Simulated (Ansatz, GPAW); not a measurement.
Given: the input of a run of GPAW 26.7.0 (ASE script) on CoO. 

run.py

```python
from ase import Atoms
from ase.dft.bandgap import bandgap
from ase.io import write
from ase.units import GPa
from gpaw import GPAW, PW

atoms = Atoms(['Co', 'O'],
              cell=[[0.0, 2.1315, 2.1315],
                    [2.1315, 0.0, 2.1315],
                    [2.1315, 2.1315, 0.0]],
              scaled_positions=[[0.0, 0.0, 0.0],
                                [0.5, 0.5, 0.5]],
              pbc=True)
atoms.set_initial_magnetic_moments([2.0, 0.0])

calc = GPAW(mode=PW(800),
            xc='PBE',
            kpts={'size': (11, 11, 11), 'gamma': True},
            occupations={'name': 'methfessel-paxton', 'order': 0, 'width': 0.011},
            nbands=17,
            convergence={'density': 1e-05, 'energy': 1e-05},
            maxiter=150,
            txt='gpaw.txt')
atoms.calc = calc
energy = atoms.get_potential_energy()
forces = atoms.get_forces()
stress = atoms.get_stress()
calc.write('gs.gpw')
write('result.traj', atoms)
print(f'Energy: {energy:.6f} eV')
print('Forces (eV/A):')
print(forces.round(4))
print('Stress (GPa):', (stress / GPa).round(3))
print('Moments:', calc.get_magnetic_moments().round(3))
print('Fermi level:', round(calc.get_fermi_level(), 4), 'eV')
print(f'Gap: {bandgap(calc)[0]:.4f} eV, direct: {bandgap(calc, direct=True)[0]:.4f} eV')
```

Potentials or basis: GPAW PAW data sets (gpaw-data 1.2.1), pw.

Run with:

```sh
$ OMP_NUM_THREADS=1 python run.py
```

What does the same run look like in Ansatz 0.2.0? Potentials or basis there: all-electron LAPW, scalar-relativistic.

As run (cutoffs and basis follow the program's own potentials, and thresholds, step limits or extra output files can differ):

Contents of input.yaml:

```yaml
crystal:
  lattice:
    - [0.0, 2.1315, 2.1315]
    - [2.1315, 0.0, 2.1315]
    - [2.1315, 2.1315, 0.0]
  atoms:
    - { symbol: Co, position: [0.0, 0.0, 0.0], spin: 2.0 }
    - { symbol: O, position: [0.5, 0.5, 0.5] }
kpoints:
  mp_grid: { grid: [11, 11, 11] }
scf:
  occupations: { method: gaussian, width: 0.011 }
hamiltonian:
  xc: pbe
  pseudopotentials: { kind: all_electron, lapw: { basis_error: 0.001 } }
magnetization:
  spin_polarized: true
output:
  forces: true
  stress: true
  eigenvalues: true
```

Potentials or basis: all-electron LAPW, scalar-relativistic.

Launch:

```sh
$ ansatz run input.yaml --threads 2 --pin off --max-ram 6144MiB --backend cpu --events-out ev --progress --plain --runs-dir out
```

Both were run:

|  | GPAW | Ansatz |
| --- | --- | --- |
| Pressure | -1.0 GPa | -1.6 GPa |
| Net moment | 2.99 μB per cell | 2.98 μB per cell |

Where Ansatz's input types no cutoff or centring, it takes its own default and a Γ-centred mesh.

The magnetic state is the one that the start led to; the real crystal's order can differ.

Pressure is positive in compression.
